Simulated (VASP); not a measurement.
# Be16H (a cell with a defect) in VASP: further runs, part 2 of 2

VASP 6.6.1. The steps go on from the part before.

## Step 3: Single point, PBE+D3(BJ)

INCAR

```
SYSTEM = Be16H
PREC = Accurate
ENCUT = 520
EDIFF = 1E-7
ISMEAR = 0
SIGMA = 0.1
LREAL = Auto
LASPH = .True.
NELM = 100
ALGO = Fast
ISIF = 2
LWAVE = .False.
LCHARG = .False.
GGA = PE
IVDW = 12
NBANDS = 30
```

KPOINTS

```
regular mesh
0
Gamma
  5 6 4
  0 0 0
```

POSCAR

```
Be16H
1.0
   -2.2900000000     -3.9663960000      0.0000000000
    3.4350000000     -1.9831980000      0.0000000000
    0.0000000000      0.0000000000      7.1768600000
Be H
16 1
Direct
    0.7494381773      0.4992216669      0.0009083360
    0.5007068574      0.3337227667      0.2493522237
    0.7494438582      0.4993005634      0.4980575070
    0.5099647184      0.3371191281      0.7459776281
    0.5058911484     -0.0062457846      0.0039174514
    0.2494642404      0.8387397702      0.2516912689
    0.5011406676     -0.0017760906      0.4989166571
    0.2495008871      0.8222762828      0.7461083259
    0.2494673279      0.5099293103      0.0033297292
   -0.0017824677      0.3337281365      0.2493380113
    0.2494605156      0.4994054092      0.4965703664
   -0.0111335451      0.3373057298      0.7459487854
   -0.0069421351     -0.0062382793      0.0038856826
    0.7494690298      0.8286626137      0.2534343710
   -0.0022116517     -0.0017646819      0.4989074609
    0.7493928415      0.8310240486      0.7505931563
    0.2492202717      0.1715989584      0.8331135065
```

Potentials or basis: VASP PAW PBE potentials, release 64 (Be, H).

Started as:

```console
$ cat potpaw_PBE.64/Be/POTCAR potpaw_PBE.64/H/POTCAR > POTCAR
$ mpirun -np 1 vasp_std > vasp.out
```

OUTCAR:

```text
SYSTEM = Be16H
   PREC = Accurate
   ENCUT = 520
   EDIFF = 1E-7
   ISMEAR = 0
   LREAL = Auto
   LASPH = .True.
   NELM = 100
   ISIF = 2
   GGA = PE
   IVDW = 12
 IVDW          = 12

 ion  position               nearest neighbor table
   1  0.749  0.499  0.001-   2 2.22  10 2.22  16 2.23  12 2.23   4 2.23  14 2.23   5 2.26  13 2.26
                             9 2.29   9 2.29   5 2.29  13 2.29
   2  0.501  0.334  0.249-  11 2.21   1 2.22   3 2.22   5 2.22   9 2.22   7 2.23  14 2.27   6 2.28
                            10 2.28  10 2.30  14 2.30   6 2.31
   3  0.749  0.499  0.498-  12 2.19   4 2.19  14 2.19   2 2.22  10 2.22  16 2.24   7 2.28  15 2.28
                             7 2.29  15 2.29  11 2.29  11 2.29
   4  0.510  0.337  0.746-  17 1.50   3 2.19  12 2.19   7 2.23   1 2.23  16 2.25  11 2.25   8 2.26
                            16 2.29   5 2.30   9 2.30   8 2.36  12 2.39
   5  0.506  0.994  0.004-  14 2.21   6 2.22   2 2.22  16 2.23  13 2.23   9 2.25   1 2.26   1 2.29
                             8 2.29   4 2.30  13 2.35   9 2.36
   6  0.249  0.839  0.252-  15 2.21   7 2.21   9 2.21  11 2.21   5 2.22  13 2.22   2 2.28  10 2.28
                            14 2.29  14 2.29  10 2.31   2 2.31
   7  0.501  0.998  0.499-  14 2.20   6 2.21   4 2.23   8 2.23   2 2.23  16 2.23  15 2.27   3 2.28
                             3 2.29  11 2.29  11 2.30  15 2.31
   8  0.250  0.822  0.746-  17 1.52  11 2.20   9 2.22   7 2.23  15 2.23  12 2.26   4 2.26  16 2.29
                            16 2.29  13 2.29   5 2.29   4 2.36  12 2.37
   9  0.249  0.510  0.003-   6 2.21  10 2.22   2 2.22   8 2.22  13 2.25   5 2.25   1 2.29   1 2.29
                             4 2.30  12 2.30  13 2.36   5 2.36
  10  0.998  0.334  0.249-  11 2.21   1 2.22   3 2.22  13 2.22   9 2.22  15 2.23  14 2.27   6 2.28
                             2 2.28   2 2.30  14 2.30   6 2.31
  11  0.249  0.499  0.497-   8 2.20   6 2.21   2 2.21  10 2.21  12 2.25   4 2.25   7 2.29  15 2.29
                             3 2.29   3 2.29  15 2.30   7 2.30
  12  0.989  0.337  0.746-  17 1.50   3 2.19   4 2.19  15 2.23   1 2.23  16 2.24  11 2.25   8 2.26
                            16 2.29  13 2.30   9 2.30   8 2.37   4 2.39
  13  0.993  0.994  0.004-  14 2.21   6 2.22  10 2.22  16 2.23   5 2.23   9 2.25   1 2.26   8 2.29
                             1 2.29  12 2.30   5 2.35   9 2.36
  14  0.749  0.829  0.253-   3 2.19  15 2.20   7 2.20   5 2.21  13 2.21   1 2.23  10 2.27   2 2.27
                             6 2.29   6 2.29  10 2.30   2 2.30
  15  0.998  0.998  0.499-  14 2.20   6 2.21  12 2.23   8 2.23  10 2.23  16 2.24   7 2.27   3 2.28
                            11 2.29   3 2.29  11 2.30   7 2.31
  16  0.749  0.831  0.751-   1 2.23   5 2.23  13 2.23   7 2.23  15 2.24   3 2.24  12 2.24   4 2.25
                             4 2.29  12 2.29   8 2.29   8 2.29
  17  0.249  0.172  0.833-  12 1.50   4 1.50   8 1.52

  LATTYP: Found a simple orthorhombic cell.
 ALAT       =     3.9663962620
 B/A-ratio  =     1.1547004875
 C/A-ratio  =     1.8094157835

  Lattice vectors:

 A1 = (  -3.4350000000,   1.9831980000,   0.0000000000)
 A2 = (  -2.2900000000,  -3.9663960000,   0.0000000000)
 A3 = (   0.0000000000,   0.0000000000,   7.1768600000)

Analysis of symmetry for initial positions (statically):
=====================================================================
 Subroutine PRICEL returns:
 Original cell was already a primitive cell.

 Routine SETGRP: Setting up the symmetry group for a
 simple orthorhombic supercell.

 Subroutine GETGRP returns: Found  1 space group operations
 (whereof  1 operations were pure point group operations)
 out of a pool of  8 trial point group operations.

The static configuration has the point symmetry C_1 .

Analysis of symmetry for dynamics (positions and initial velocities):
=====================================================================
 Subroutine PRICEL returns:
 Original cell was already a primitive cell.

 Routine SETGRP: Setting up the symmetry group for a
 simple orthorhombic supercell.

[... 128 lines left out ...]
   ISPIN  =      1    spin polarized calculation?
   LNONCOLLINEAR =      F non collinear calculations
   LSORBIT =      F    spin-orbit coupling
   LASPH  =      T    aspherical Exc in radial PAW
   ENCUT  =  520.0 eV  38.22 Ry    6.18 a.u.   8.52  7.37 13.34*2*pi/ulx,y,z
   NELM   =    100;   NELMIN=  2; NELMDL= -5     # of ELM steps
   EDIFF  = 0.1E-06   stopping-criterion for ELM
   LREAL  =      T    real-space projection
   EDIFFG = 0.1E-05   stopping-criterion for IOM
   NSW    =      0    number of steps for IOM
   IBRION =     -1    ionic relax: 0-MD 1-quasi-New 2-CG
   NFREE  =      0    steps in history (QN), initial steepest desc. (CG)
   ISIF   =      2    stress and relaxation
   ISYM   =      2    0-nonsym 1-usesym 2-fastsym
   POTIM  = 0.5000    time-step for ionic-motion
   TEBEG  =    0.0;   TEEND  =   0.0 temperature during run
   PSTRESS=    0.0 pullay stress
   NELECT =      33.0000    total number of electrons
   NUPDOWN=      -1.0000    fix difference up-down
   EMIN   =  10.00;   EMAX   =-10.00  energy-range for DOS
   EFERMI =   0.00;   METHOD = LEGACY
   ISMEAR =     0;   SIGMA  =   0.10  broadening in eV -4-tet -1-fermi 0-gaus
   EFERMI_NEDOS =   21; number of points for ismear=-14 and -15
   IALGO  =     68    algorithm
   IMIX   =      4    mixing-type and parameters
     AMIX     =   0.40;   BMIX     =  1.00
     AMIX_MAG =   1.60;   BMIX_MAG =  1.00
  volume/ion in A,a.u.               =       7.67        51.75
  Fermi-wavevector in a.u.,A,eV,Ry     =   1.035573  1.956950 14.591049  1.072412
  Thomas-Fermi vector in A             =   2.169923
   LORBIT       =      0    0 simple, 1 ext, 2 COOP (PROOUT), +10 PAW based schemes
   GGA     = PE    functional components
   LHFCALC =     F    Hartree Fock is set to
   AEXX    =    0.0000 exact exchange contribution
   IVDW    =    12    specifies the selected vdW correction
   LEPSILON=     F    determine dielectric tensor
   LRPA    =     F    only Hartree local field effects (RPA)
 non-spin polarized calculation
 RMM-DIIS sequential band-by-band and
 Gauss-broadening in eV      SIGMA  =   0.10
  energy-cutoff  :      520.00
  volume of cell :      130.38
 maximum number of plane-waves:      3532
 NGX is ok and might be reduce to    36
   NGX = 17   NGY = 15   NGZ = 27

 number of electron      33.0000000 magnetization

 Free energy of the ion-electron system (eV)
  ---------------------------------------------------
  ext. energy  EPLUGINS =         0.00000000
  ---------------------------------------------------
  free energy    TOTEN  =       -61.66324223 eV

  energy without entropy =      -61.65410256  energy(sigma->0) =      -61.65867239

 E-fermi :   7.3547     XC(G=0): -10.5839

 val. band max:        7.3437444224   @ k =   0.0000   0.5000   0.0000
 cond. band min:       7.4191321697   @ k =   0.2000   0.1667   0.2500
 fundamental gap:      0.0753877473
 Fermi energy:         7.3546916970

 k-point     1 :       0.0000    0.0000    0.0000
  band No.  band energies     occupation
      1      -5.1311      2.00000
      2      -2.9993      2.00000
      3      -2.1814      2.00000
      4      -0.2210      2.00000
      5       0.9713      2.00000
      6       1.5369      2.00000
[... 733 lines left out ...]
     27      11.8897      0.00000
     28      12.3078      0.00000

 [... further k-points ...]

 [bands above 28 left out]

------------------------ aborting loop because EDIFF is reached ----------------------------------------

 Edisp (eV)   -5.70779

 E8    (eV) :    -1.9581

  FORCE on cell =-STRESS in cart. coord.  units (eV):
  Direction    XX          YY          ZZ          XY          YZ          ZX
  --------------------------------------------------------------------------------------
  -------------------------------------------------------------------------------------
  Total      -5.45766    -5.12457    -6.42494     0.29221     0.03069    -0.05580
  in kB     -67.06891   -62.97554   -78.95576     3.59096     0.37715    -0.68568
  external pressure =      -69.67 kB  Pullay stress =        0.00 kB

 VOLUME and BASIS-vectors are now :
 -----------------------------------------------------------------------------
  energy-cutoff  :      520.00
  volume of cell :      130.38
      direct lattice vectors                 reciprocal lattice vectors
    -2.290000000 -3.966396000  0.000000000    -0.109170306 -0.189088533  0.000000000
     3.435000000 -1.983198000  0.000000000     0.218340611 -0.126059022  0.000000000
     0.000000000  0.000000000  7.176860000     0.000000000  0.000000000  0.139336702

 POSITION                                       TOTAL-FORCE (eV/Angst)
 -----------------------------------------------------------------------------------
     -0.00139     -3.96262      0.00652         0.006328     -0.004122     -0.051211
     -0.00028     -2.64784      1.78957        -0.005226      0.003510     -0.053284
     -0.00113     -3.96280      3.57449         0.003803     -0.002350     -0.044477
     -0.00982     -2.69130      5.35378         0.003838      0.039602     -0.072628
      2.25506     -3.97738      0.02812        -0.026020     -0.012138     -0.049797
      2.30980     -2.65286      1.80635         0.003292     -0.001483     -0.032834
[... 9 lines left out ...]
      1.13846     -4.62047      5.38690        -0.011169      0.005974     -0.037058
      0.01873     -1.32882      5.97914         0.028069     -0.018288      0.719874
 -----------------------------------------------------------------------------------
    total drift:                               -0.001068     -0.000862      0.001541

  FREE ENERGIE OF THE ION-ELECTRON SYSTEM (eV)
  ---------------------------------------------------
  free  energy   TOTEN  =       -67.3710333251 eV

  energy  without entropy=      -67.3618936572  energy(sigma->0) =      -67.36646349
```

Run time: 6.9 min. Hardware: 1 thread of Intel Xeon Platinum 8488C (Sapphire Rapids), shared host; peak memory 0.33 GiB.

Results:

* Free energy: -67.3710 eV
* Pressure: -7.0 GPa
* Largest force: 0.721 eV/Å
* Band gap on the k mesh: none (metal or under the smearing width)
* Dispersion energy per atom: -0.336 eV

Forces on the atoms (eV/Å):
```
Be   0.006 -0.004 -0.051
Be  -0.005  0.004 -0.053
Be   0.004 -0.002 -0.044
Be   0.004  0.040 -0.073
Be  -0.026 -0.012 -0.050
Be   0.003 -0.001 -0.033
Be   0.009  0.002 -0.009
Be   0.043 -0.024 -0.068
Be   0.010 -0.006 -0.069
Be  -0.005  0.003 -0.053
Be  -0.028  0.017 -0.022
Be  -0.033 -0.023 -0.073
Be  -0.002  0.029 -0.049
Be   0.002 -0.001 -0.027
Be   0.003 -0.009 -0.009
Be  -0.011  0.006 -0.037
H    0.028 -0.018  0.720
```

Stress tensor (GPa, compression positive):
```
-6.71  0.36 -0.07
 0.36 -6.30  0.04
-0.07  0.04 -7.90
```
